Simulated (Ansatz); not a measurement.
## Residual resistivity of an alloy: Al(111) with 4 layers of random Al-Ag, 2x2

Aim: the residual resistivity of a random alloy, from Al(111) with 4 layers of random Al-Ag, 2x2 and longer regions.

Main program and level: Ansatz 0.2.0; Ansatz plane-wave DFT, PBE, PAW files; ballistic transport by layer matching (Landauer), zero bias; PAW set soft_1.

Most raw output is cut from this account.

## Step 1: The structure

The cell holds 40 atoms: 38 Al and 2 Ag. Cell: a = 5.725 Å, b = 5.725 Å, c = 23.429 Å, α = 93.5°, β = 86.5°, γ = 120.0°. It derives from Al. Regions: lead, 24 atoms (24 Al); scattering region, 16 atoms (14 Al and 2 Ag). The structure is stacked along c, and the current runs across the ab planes.

## Step 2: With 4 alloy layers

In 4 layers a share of 0.125 of the sites is given to Ag at random. The layers about the cell's end stay perfect and serve as the lead. Energies from -0.05 to 0.05 eV in steps of 0.05 eV are too few for the program's thermal sum, so it prints no conductance; for a metal the transmission near the Fermi level serves, at a fraction of the cost.

input.yaml

```yaml
crystal:
  lattice:
    - [5.7246940741, 0.0, 0.0]
    - [-2.862347037, 4.957730497, 0.0]
    - [1.4311735185, -0.8262884162, 23.3709656917]
  atoms:
    - { symbol: Al, position: [0.9916666667, 0.0083333333, 0.05] }
    - { symbol: Al, position: [0.9916666667, 0.5083333333, 0.05] }
    - { symbol: Al, position: [0.4916666667, 0.0083333333, 0.05] }
    - { symbol: Al, position: [0.4916666667, 0.5083333333, 0.05] }
    - { symbol: Al, position: [0.1416666667, 0.3583333333, 0.15] }
    - { symbol: Al, position: [0.1416666667, 0.8583333333, 0.15] }
    - { symbol: Al, position: [0.6416666667, 0.3583333333, 0.15] }
    - { symbol: Al, position: [0.6416666667, 0.8583333333, 0.15] }
[... 28 atom lines left out ...]
    - { symbol: Al, position: [0.8416666667, 0.1583333333, 0.95] }
    - { symbol: Al, position: [0.8416666667, 0.6583333333, 0.95] }
    - { symbol: Al, position: [0.3416666667, 0.1583333333, 0.95] }
    - { symbol: Al, position: [0.3416666667, 0.6583333333, 0.95] }
kpoints:
  mp_grid: { grid: [5, 5, 1] }
hamiltonian:
  xc: pbe
  pseudopotentials: { kind: paw, azcp: { folder: soft_1 } }
scf:
  occupations: { method: fermi_dirac, width: 0.1 }
output:
  transmission:
    leads: [[0, 4]]
    kmesh: [10, 10]
    e_range: [-0.05, 0.05]
    de: 0.05
  write_potential: true
  write_density: true
  volumetric_format: npy
```

Command:

```console
$ ansatz run input.yaml --threads 4 --pin off --max-ram 15360MiB --backend cpu --events-out ev --progress --plain --runs-dir out
```

Run time: 2.2 min. Hardware: 4 threads of Intel Xeon Platinum 8488C (Sapphire Rapids), shared host; peak memory 2.2 GiB; 6.9 min of CPU time.

Numbers from this step:

- free energy: -35606.4617 eV
- energy at zero smearing: -35606.1794 eV
- Fermi energy: 8.491 eV
- cell area: 28.38 Å²
- transmission per spin nearest the Fermi level: 3.849
- open channels per spin nearest the Fermi level: 5.41
- step of the lead's potential: 21 meV

Per spin. The transmission, zone mean by energy, zero at the Fermi level:

```csv
energy (eV),"transmission, zone mean"
-0.0500,3.82
0.0000,3.85
0.0500,3.91
```

Per spin. The open channels, zone mean, lead by energy, zero at the Fermi level:

```csv
energy (eV),"open channels, zone mean, lead"
-0.0500,5.29
0.0000,5.41
0.0500,5.59
```

Transmission over k1 and k2. At 0.0000 eV from the Fermi level.

Ten even steps from '_' (2.63) to '@' (5.03):
```
--******++**--....__
::**::%%%%==**::....
--**%%####%%@@**::..
--++%%##++==**@@**--
::**==%%==@@==%%==**
----**@@**==++##%%++
--..::**@@%%####%%**
::....::**==%%%%::**
--__....--**++******
__--::----::----::--
```
Columns: k1 (b1) from -0.5 to 0.4; rows upwards: k2 (b2) from -0.5 to 0.4.

Open channels over k1 and k2. At 0.0000 eV from the Fermi level.

Ten even steps from '0' (3.00) to '9' (7.00):
```
5775775020
2759957222
2599999520
5799779975
2759797957
5579977997
2025999995
2222759957
5020577577
2522525225
```
Columns: k1 (b1) from -0.5 to 0.4; rows upwards: k2 (b2) from -0.5 to 0.4.

Over the solved energies the transmission per spin lies between 3.82 and 3.91, out of 5.43 channels of the lead on average (up to 5.59).

## Step 3: With 8 alloy layers

In 8 layers a share of 0.125 of the sites is given to Ag at random. A fresh draw is used; the growth of the resistance with length is what counts.

System of this step: Al(111) with 8 layers of random Al-Ag, 2x2. The cell holds 56 atoms: 52 Al and 4 Ag. Cell: a = 5.725 Å, b = 5.725 Å, c = 32.761 Å, α = 87.5°, β = 92.5°, γ = 120.0°. It derives from Al. Regions: lead, 24 atoms (24 Al); scattering region, 32 atoms (28 Al and 4 Ag). The structure is stacked along c, and the current runs across the ab planes.

input.yaml

```yaml
crystal:
  lattice:
    - [5.7246940741, 0.0, 0.0]
    - [-2.862347037, 4.957730497, 0.0]
    - [-1.4311735185, 0.8262884162, 32.7193519684]
  atoms:
    - { symbol: Al, position: [0.005952381, 0.994047619, 0.0357142857] }
    - { symbol: Al, position: [0.005952381, 0.494047619, 0.0357142857] }
    - { symbol: Al, position: [0.505952381, 0.994047619, 0.0357142857] }
    - { symbol: Al, position: [0.505952381, 0.494047619, 0.0357142857] }
    - { symbol: Al, position: [0.1845238095, 0.3154761905, 0.1071428571] }
    - { symbol: Al, position: [0.1845238095, 0.8154761905, 0.1071428571] }
    - { symbol: Al, position: [0.6845238095, 0.3154761905, 0.1071428571] }
    - { symbol: Al, position: [0.6845238095, 0.8154761905, 0.1071428571] }
[... 44 atom lines left out ...]
    - { symbol: Al, position: [0.3273809524, 0.1726190476, 0.9642857143] }
    - { symbol: Al, position: [0.3273809524, 0.6726190476, 0.9642857143] }
    - { symbol: Al, position: [0.8273809524, 0.1726190476, 0.9642857143] }
    - { symbol: Al, position: [0.8273809524, 0.6726190476, 0.9642857143] }
kpoints:
  mp_grid: { grid: [5, 5, 1] }
hamiltonian:
  xc: pbe
  pseudopotentials: { kind: paw, azcp: { folder: soft_1 } }
scf:
  occupations: { method: fermi_dirac, width: 0.1 }
output:
  transmission:
    leads: [[0, 4]]
    kmesh: [10, 10]
    e_range: [-0.05, 0.05]
    de: 0.05
  write_potential: true
  write_density: true
  volumetric_format: npy
```

The job ended after 3.4 min (4 threads; peak memory 3.5 GiB; 11 min of CPU time).

This step gave:

```yaml
free_energy: -58312.8421 eV
energy_at_zero_smearing: -58312.4891 eV
fermi_energy: 8.763 eV
transmission_per_spin_nearest_the_fermi_level: 3.316
open_channels_per_spin_nearest_the_fermi_level: 5.59
step_of_the_lead_s_potential: 18.4 meV
```

Per spin. Transmission, zone mean against energy, zero at the Fermi level:

```csv
energy (eV),"transmission, zone mean"
-0.0500,3.28
0.0000,3.32
0.0500,3.36
```

Over the solved energies the transmission per spin lies between 3.28 and 3.36, out of 5.50 channels of the lead on average (up to 5.59).

## Step 4: With 12 alloy layers

In 12 layers a share of 0.125 of the sites is given to Ag at random. A fresh draw is used; the growth of the resistance with length is what counts.

System of this step: Al(111) with 12 layers of random Al-Ag, 2x2. The cell holds 72 atoms: 66 Al and 6 Ag. Cell: a = 5.725 Å, b = 5.725 Å, c = 42.068 Å, α = 90.0°, β = 90.0°, γ = 120.0°. It derives from Al. Regions: lead, 24 atoms (24 Al); scattering region, 48 atoms (42 Al and 6 Ag). The structure is stacked along c, and the current runs across the ab planes.

input.yaml

```yaml
crystal:
  lattice:
    - [5.7246940741, 0.0, 0.0]
    - [-2.862347037, 4.957730497, 0.0]
    - [0.0, 0.0, 42.0677382451]
  atoms:
    - { symbol: Al, position: [0.0, 0.0, 0.0277777778] }
    - { symbol: Al, position: [0.0, 0.5, 0.0277777778] }
    - { symbol: Al, position: [0.5, 0.0, 0.0277777778] }
    - { symbol: Al, position: [0.5, 0.5, 0.0277777778] }
    - { symbol: Al, position: [0.1666666667, 0.3333333333, 0.0833333333] }
    - { symbol: Al, position: [0.1666666667, 0.8333333333, 0.0833333333] }
    - { symbol: Al, position: [0.6666666667, 0.3333333333, 0.0833333333] }
    - { symbol: Al, position: [0.6666666667, 0.8333333333, 0.0833333333] }
[... 60 atom lines left out ...]
    - { symbol: Al, position: [0.3333333333, 0.1666666667, 0.9722222222] }
    - { symbol: Al, position: [0.3333333333, 0.6666666667, 0.9722222222] }
    - { symbol: Al, position: [0.8333333333, 0.1666666667, 0.9722222222] }
    - { symbol: Al, position: [0.8333333333, 0.6666666667, 0.9722222222] }
kpoints:
  mp_grid: { grid: [5, 5, 1] }
hamiltonian:
  xc: pbe
  pseudopotentials: { kind: paw, azcp: { folder: soft_1 } }
scf:
  occupations: { method: fermi_dirac, width: 0.1 }
output:
  transmission:
    leads: [[0, 4]]
    kmesh: [10, 10]
    e_range: [-0.05, 0.05]
    de: 0.05
  write_potential: true
  write_density: true
  volumetric_format: npy
```

It took 7.6 min on 4 threads; peak memory 6.1 GiB.

Numbers from this step:

- free energy: -81019.1355 eV
- energy at zero smearing: -81018.6820 eV
- Fermi energy: 8.848 eV
- transmission per spin nearest the Fermi level: 3.062
- open channels per spin nearest the Fermi level: 5.53
- step of the lead's potential: 6.9 meV

Per spin. The transmission, zone mean by energy, zero at the Fermi level:

```csv
energy (eV),"transmission, zone mean"
-0.0500,2.91
0.0000,3.06
0.0500,3.11
```

Over the solved energies the transmission per spin lies between 2.91 and 3.11, out of 5.47 channels of the lead on average (up to 5.59).

## Step 5: Resistance against length

This step: Ansatz plane-wave DFT, PBE, PAW files; ballistic transport by layer matching (Landauer), zero bias; residual resistivity from the slope of the area resistance, atoms on the host's lattice; PAW set soft_1 (Ansatz 0.2.0).

This step gave:

* resistivity: 14.19 µΩ cm
* intercept: 0.1523 fΩ m²
* scatter about the fit: 0.01449 fΩ m²

Resistance, by row:

```csv
run,length (Å),T,channels N,RA (fΩ m²)
n4,9.348,3.859,5.43,0.2747
n8,18.7,3.319,5.503,0.4381
n12,28.05,3.028,5.47,0.54
```

Area resistance against length of the alloy:

```csv
length of the alloy (Å),area resistance (fΩ m²)
9.35,0.275
18.70,0.438
28.05,0.540
```

The area resistance goes from 0.27 to 0.54 fΩ m² between 9.3 and 28.0 Å, a slope of 14 µΩ cm.

By hand from the end points: (0.5400 − 0.2747) fΩ m² / (28.05 − 9.35) Å = 14 µΩ cm, since 1 fΩ m² per Å is 1000 µΩ cm.

## Step 6: Results

```yaml
resistivity_from_the_slope: 14.2 µΩ cm
area_resistance_over_9p35_a: 0.275 fΩ m²
area_resistance_over_18p7_a: 0.438 fΩ m²
area_resistance_over_28p0_a: 0.540 fΩ m²
```

In words: The slope gives 14 µΩ cm. The points scatter by 0.014 fΩ m² about the line, with one random draw a length in a 2x2 cell, so the slope is a rough value. The lead's own channel count moves between the runs (5.43, 5.50 and 5.47), which shifts RA and the slope too. Read with a model of isotropic scattering on a spherical Fermi surface and the lead's 1.5×10¹⁵ S/m², this slope means a mean free path near 38 Å; over these lengths the model's slope is 1.06 times its bulk resistivity, which would be 13 µΩ cm. The draw over the shortest length came out nearly ordered, with 8 symmetry operations, so that point is a poor sample of a random alloy. The atoms sit on the host's lattice, so scattering by size misfit is left out.

[Logs are printed without paths, hosts, clocks, repeated set-up lines and the standing remarks that a program may print on its own settings, such as how far it seeks lower states.]

[Hosts, paths, dates, database ids (printed as entryN), source tags and the programs' standing remarks are cut or masked in the printed files.]
